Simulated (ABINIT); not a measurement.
**A GW chain in ABINIT: LiCl (Fm-3m)**

Aim: the G0W0 gap of LiCl (Fm-3m) on PBE, step by step.

Calculated with ABINIT 10.8.3; PBE and many-body steps on it, plane waves.

This is a report of a sequence of runs, with most program output left out.

## 1. The structure

Symmetry: Fm-3m, No. 225, cubic system. Conventional cell: a = 5.143 Å, b = 5.143 Å, c = 5.143 Å, α = 90.00°, β = 90.00°, γ = 90.00°. Nearest to Li lie 6 Cl at 2.57 Å. Nearest to Cl lie 6 Li at 2.57 Å. Farther neighbours and most contacts between anions are not listed.

The cell and positions come from the Crystallography Open Database and are kept as given unless a step says otherwise.

## 2. Ground state

This step: ABINIT 10.8.3; DFT, PBE, plane waves, norm-conserving pseudopotentials.

The ground-state density comes first.

run.abi reads:

```
acell 3*1.0 Angstrom
rprim 
  0.000000000000 2.571500000000 2.571500000000
  2.571500000000 0.000000000000 2.571500000000
  2.571500000000 2.571500000000 -0.000000000000
ntypat 2
znucl 3 17
natom 2
typat 1 2
xred 
  0.000000000000 0.000000000000 0.000000000000
  0.500000000000 0.500000000000 0.500000000000
pp_dirpath "pseudos"
pseudos "Li.upf, Cl.upf"
ecut 33
ngkpt 8 8 8
nshiftk 1
shiftk 0 0 0
kptopt 1
chksymbreak 0
nband 10
occopt 1
tolvrs 1e-10
nstep 60
prtwf 0
indata_prefix "in"
outdata_prefix "out"
tmpdata_prefix "tmp"
```

Run with:

```bash
OMP_NUM_THREADS=1 mpirun -n 8 abinit run.abi > log
```

It took 6.3 s on 8 MPI ranks of Arm Neoverse N1, shared host; peak memory 0.51 GiB; 49 s of CPU time.

Numbers from this step:

```
total energy               : -645.9140 eV
gap                        : 6.285 eV
k of the valence top       : 0, 0, 0
k of the conduction bottom : 0, 0, 0
least direct gap           : 6.285 eV
pressure                   : -0.03488 GPa
```

The gap is direct, at Γ.

The cutoff was set for levels, not for stress, so the pressure can be off by some GPa.

## 3. Bands along the symmetry lines

The cheap functional maps the bands first; the places of the edges decide which points the dearer methods must see.

run.abi reads:

```
acell 3*1.0 Angstrom
rprim 
  0.000000000000 2.571500000000 2.571500000000
  2.571500000000 0.000000000000 2.571500000000
  2.571500000000 2.571500000000 -0.000000000000
ntypat 2
znucl 3 17
natom 2
typat 1 2
xred 
  0.000000000000 0.000000000000 0.000000000000
  0.500000000000 0.500000000000 0.500000000000
pp_dirpath "pseudos"
pseudos "Li.upf, Cl.upf"
ecut 33
iscf -2
irdden 1
kptopt 0
nkpt 50
kpt 
  0.00000000 0.00000000 0.00000000
  0.06250000 0.00000000 0.06250000
  0.12500000 0.00000000 0.12500000
  0.18750000 0.00000000 0.18750000
  0.25000000 0.00000000 0.25000000
  0.31250000 0.00000000 0.31250000
  0.37500000 0.00000000 0.37500000
  0.43750000 0.00000000 0.43750000
  0.50000000 0.00000000 0.50000000
  0.51562500 0.03125000 0.51562500
  0.53125000 0.06250000 0.53125000
  0.54687500 0.09375000 0.54687500
  0.56250000 0.12500000 0.56250000
  0.57812500 0.15625000 0.57812500
  0.59375000 0.18750000 0.59375000
  0.60937500 0.21875000 0.60937500
  0.62500000 0.25000000 0.62500000
  0.37500000 0.37500000 0.75000000
  0.32812500 0.32812500 0.65625000
  0.28125000 0.28125000 0.56250000
  0.23437500 0.23437500 0.46875000
  0.18750000 0.18750000 0.37500000
  0.14062500 0.14062500 0.28125000
  0.09375000 0.09375000 0.18750000
  0.04687500 0.04687500 0.09375000
  0.00000000 0.00000000 0.00000000
  0.06250000 0.06250000 0.06250000
  0.12500000 0.12500000 0.12500000
  0.18750000 0.18750000 0.18750000
  0.25000000 0.25000000 0.25000000
  0.31250000 0.31250000 0.31250000
  0.37500000 0.37500000 0.37500000
  0.43750000 0.43750000 0.43750000
  0.50000000 0.50000000 0.50000000
  0.50000000 0.46875000 0.53125000
  0.50000000 0.43750000 0.56250000
  0.50000000 0.40625000 0.59375000
  0.50000000 0.37500000 0.62500000
  0.50000000 0.34375000 0.65625000
  0.50000000 0.31250000 0.68750000
  0.50000000 0.28125000 0.71875000
  0.50000000 0.25000000 0.75000000
  0.50000000 0.21875000 0.71875000
  0.50000000 0.18750000 0.68750000
  0.50000000 0.15625000 0.65625000
  0.50000000 0.12500000 0.62500000
  0.50000000 0.09375000 0.59375000
  0.50000000 0.06250000 0.56250000
  0.50000000 0.03125000 0.53125000
  0.50000000 0.00000000 0.50000000
istwfk *1
nband 15
nbdbuf 5
tolwfr 1e-07
nstep 50
prtwf 0
prtvol 0
indata_prefix "in"
outdata_prefix "out"
tmpdata_prefix "tmp"
```

Elapsed: 5.9 s, on 8 MPI ranks; peak memory 0.47 GiB; 46 s of CPU time.

Numbers from this step:

```yaml
gap: 6.282 eV
k_of_the_valence_top: 0.0469, 0.0469, 0.0938
k_of_the_conduction_bottom: 0, 0, 0
least_direct_gap: 6.285 eV
```

The gap is 6.282 eV, −0.002 eV from the run before at this level.

Electronic bands along the path, in eV, zero at the top of the highest filled band; v1 is the highest filled band, c1 the lowest empty one:

```
    point      v4     v3     v2     v1    c1     c2     c3     c4
        Γ  -13.37   0.00   0.00   0.00  6.28  11.79  11.79  11.79
  halfway  -13.01  -1.49  -0.58  -0.58  8.48   9.49   9.68  12.42
        X  -12.57  -2.86  -1.09  -1.09  7.81   8.26  12.37  14.06
  halfway  -12.58  -2.75  -1.31  -1.01  7.94   8.69  12.06  13.04
        U  -12.60  -2.45  -1.76  -0.82  8.04   9.86  11.37  11.65
jump to K  -12.60  -2.45  -1.76  -0.82  8.04   9.86  11.37  11.65
  halfway  -13.00  -1.69  -0.85  -0.09  7.91  10.03  10.29  10.78
        Γ  -13.37   0.00   0.00   0.00  6.28  11.79  11.79  11.79
  halfway  -13.11  -1.56  -0.14  -0.14  7.18  10.60  10.60  10.89
        L  -12.81  -2.78  -0.25  -0.25  6.74   9.43   9.43  12.89
  halfway  -12.70  -2.51  -1.29  -0.57  8.17   9.25  10.46  11.65
        W  -12.58  -2.09  -2.09  -1.05  9.46  10.08  10.36  10.36
  halfway  -12.58  -2.65  -1.42  -1.07  8.29   8.90  11.76  12.07
        X  -12.57  -2.86  -1.09  -1.09  7.81   8.26  12.37  14.06
```

## 4. Empty states on the mesh, 6×6×6 mesh, 876 bands

The sums over transitions need many empty states on a uniform mesh; this step solves for them.

run.abi reads:

```
acell 3*1.0 Angstrom
rprim 
  0.000000000000 2.571500000000 2.571500000000
  2.571500000000 0.000000000000 2.571500000000
  2.571500000000 2.571500000000 -0.000000000000
ntypat 2
znucl 3 17
natom 2
typat 1 2
xred 
  0.000000000000 0.000000000000 0.000000000000
  0.500000000000 0.500000000000 0.500000000000
pp_dirpath "pseudos"
pseudos "Li.upf, Cl.upf"
ecut 33
ngkpt 6 6 6
nshiftk 1
shiftk 0 0 0
kptopt 1
chksymbreak 0
irdden 1
istwfk *1
nband 876
prtvol 0
optdriver 6
gwr_task "HDIAGO"
paral_kgb 0
occopt 1
indata_prefix "in"
outdata_prefix "out"
tmpdata_prefix "tmp"
```

It took 34 s on 8 MPI ranks; peak memory 2.5 GiB; 4.5 min of CPU time.

This step gave:

* gap: 6.285 eV
* k of the valence top: 0, 0, 0
* k of the conduction bottom: 0, 0, 0
* least direct gap: 6.285 eV
* k points computed: 16
* lowest point of the top converged band, above the valence top: 472.6882 eV

On this mesh the gap is 6.285 eV.

## 5. Screening, 6×6×6 mesh, 406 bands, screening to 359.2 eV

The RPA dielectric matrix is built and inverted for each q.

This step: RPA screening on PBE, plane waves, norm-conserving pseudopotentials.

run.abi: that of step 4 with these lines changed.

```diff
@@ -20,10 +20,11 @@
 chksymbreak 0
-irdden 1
 istwfk *1
-nband 876
-prtvol 0
-optdriver 6
-gwr_task "HDIAGO"
-paral_kgb 0
 occopt 1
+irdwfk 1
+optdriver 3
+nband 406
+ecuteps 13.2
+inclvkb 2
+awtr 1
+symchi 1
 indata_prefix "in"
```

It took 22 min on 8 MPI ranks; peak memory 5 GiB; 2.9 h of CPU time.

This step gave:

* ε∞ with local fields, on this mesh, along the program's q direction: 2.754
* the same without local fields: 3.252
* plasma frequency: 20.14 eV
* plane waves in the screening matrix: 531

Local fields lower ε∞ by 15 %.

## 6. Self-energy, 6×6×6 mesh, 406 bands, screening to 359.2 eV

The self-energy is evaluated for the states that the input lists, and the levels follow from it, in one-shot runs by the linearised quasiparticle equation.

This step: G0W0 on PBE, plane waves, norm-conserving pseudopotentials.

run.abi: that of step 5 with these lines changed.

```diff
@@ -23,8 +23,19 @@
 irdwfk 1
-optdriver 3
+optdriver 4
 nband 406
+gwcalctyp 0
+ecutsigx 33
+symsigma 1
+nkptgw 3
+kptgw 
+  0.0000000000 0.0000000000 0.0000000000
+  0.5000000000 0.0000000000 0.0000000000
+  0.5000000000 0.5000000000 0.0000000000
+bdgw 
+  3 9
+  4 8
+  4 7
 ecuteps 13.2
-inclvkb 2
-awtr 1
-symchi 1
+irdscr 1
+ppmodel 1
 indata_prefix "in"
```

It took 8.7 min on 8 MPI ranks; peak memory 5.9 GiB; 69 min of CPU time.

Numbers from this step:

```
G0W0 gap on the points computed              : 9.056 eV
starting gap on the mesh                     : 6.285 eV
k of the valence top                         : 0, 0, 0
k of the conduction bottom                   : 0, 0, 0
Z at the valence top                         : 0.802
Z at the conduction bottom                   : 0.846
least direct G0W0 gap on the computed points : 9.056 eV
```

The gap on the mesh goes from 6.28 eV to 9.06 eV, a correction of +2.77 eV.

Limits: finite bands, cutoff and mesh. v1 is the top filled band, c1 the lowest empty one. The levels before and after the correction (eV, zero at the valence-band top of each column):

```
           conduction bottom  valence top
Kohn-Sham               6.28         0.00
     G0W0               9.06         0.00
```

```
             level  energy (eV)
Kohn-Sham  Γ v3-v1        0.000
Kohn-Sham     Γ c1        6.285
Kohn-Sham  Γ c2-c4       11.792
     G0W0  Γ v3-v1        0.000
     G0W0     Γ c1        9.056
     G0W0  Γ c2-c4       15.059
```

## 7. Where the time went

Times are wall times on 8 MPI ranks of Arm Neoverse N1, shared host, good to a factor of about two.

```
                          step     time  share  memory (GiB)
                  ground state    6.3 s    0 %          0.51
bands along the symmetry lines    5.9 s    0 %          0.47
      empty states on the mesh     34 s    2 %           2.5
                     screening   22 min   70 %           5.0
                   self-energy  8.7 min   28 %           5.9
```

## 8. Summary of results

```json
{
  "PBE gap": "6.28 eV, indirect (only 2 meV under the direct gap)",
  "G0W0 gap on the mesh": "9.06 eV",
  "GW settings": "6×6×6 mesh, 406 bands, screening to 359.2 eV, Godby-Needs plasmon pole",
  "known limits": "not at the basis limit"
}
```

**Reading.** G0W0 moves the gap on the mesh from 6.28 eV to 9.06 eV (+2.77 eV), with Z of 0.80 and 0.85 at the edges. Local fields lower the RPA ε∞ on this mesh from 3.25 to 2.75. Only 3 of the mesh's irreducible points were corrected, so a valley elsewhere could overtake. The dearest step here is «screening». Bands and cutoff are finite, so the gap is not at the basis limit. The miss can reach some tenths of an eV and take either sign; the mesh is an error of its own. In the G0W0 run levels were corrected at 3 k points alone, so a gap called «on the mesh» is the least over those, and an edge elsewhere would be missed.

[Paths, hosts, dates, memory and timing lines, banners, echoed tables and standing remarks are left out of the program output.]

[Logs are printed without paths, hosts, clocks, repeated set-up lines and the standing remarks that a program may print on its own settings, such as how far it seeks lower states.]

[Runs of the session that timed out or met a known fault of the program may be left out.]

[Hosts, paths, dates, database ids (printed as entryN), source tags and the programs' standing remarks are cut or masked in the printed files.]

[G0W0 gaps are taken among the corrected bands and points alone; a level outside them can change the order at an edge.]

[Where Ansatz stands beside ABINIT at settings called matched, ABINIT's density can come from a denser mesh and the files from another edition; pairs whose starting gaps differed by over 0.03 eV were left out, so agreement reads better than it is.]
